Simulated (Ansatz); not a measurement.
## Nb, simple cubic: how the functional moves the structure

All rows: Ansatz, plane waves with scalar-relativistic PAW, 420 eV (500 eV for the SCAN forms), relaxed under each functional, no dispersion correction, no zero-point motion. B₀ comes from uniform scaling at fixed shape; a dash is a value not given.

| functional | V (Å³/atom) | cell | B₀ (GPa) | magnetic state | ΔE to bcc (meV/atom) |
| --- | --- | --- | --- | --- | --- |
| PBE | 20.14 | a = 2.721 Å | 133 | spin not included | 989 |
| r²SCAN | 19.89 | a = 2.709 Å | 139 | spin not included | 1020 |
| PBEsol | 19.38 | a = 2.686 Å | 145 | spin not included | 1027 |
| LDA | 18.94 | a = 2.666 Å | 153 | spin not included | 1014 |
| revPBE | 20.41 | a = 2.733 Å | 128 | spin not included | 982 |
| RPBE | 20.52 | a = 2.738 Å | 127 | spin not included | 978 |
| BLYP | 21.07 | a = 2.762 Å | 120 | spin not included | 811 |

LDA gives the smallest volume and BLYP the largest.
